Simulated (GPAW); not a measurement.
InPd:

```xyz
2
Lattice="3.2719 0.0000 0.0000 0.0000 3.2719 0.0000 0.0000 0.0000 3.2719" Properties=species:S:1:pos:R:3 pbc="T T T"
In    0.0000    0.0000    0.0000
Pd    1.6359    1.6359    1.6359
```

The cell comes from a database or a generator and needn't be the stable form of this composition.

Base run:

| Quantity | Value |
| --- | --- |
| Program | GPAW 26.7.0 |
| Functional | BLYP |
| Potentials or basis | PAW data sets generated in the run's folder for this functional |
| Cutoff | 600 eV |
| Basis | pw |
| k mesh | 8 × 8 × 8 |
| Occupations | fermi-dirac, width 0.05 eV |
| Spin | no spin polarisation |

Its results: pressure 11.2 GPa.

Q: The run is repeated on the same cell with these changes: functional from BLYP to PBEsol; band points from 60 to 80. What comes out?

A: Pressure -3.1 GPa.

Not every run made on this cell is shown here.
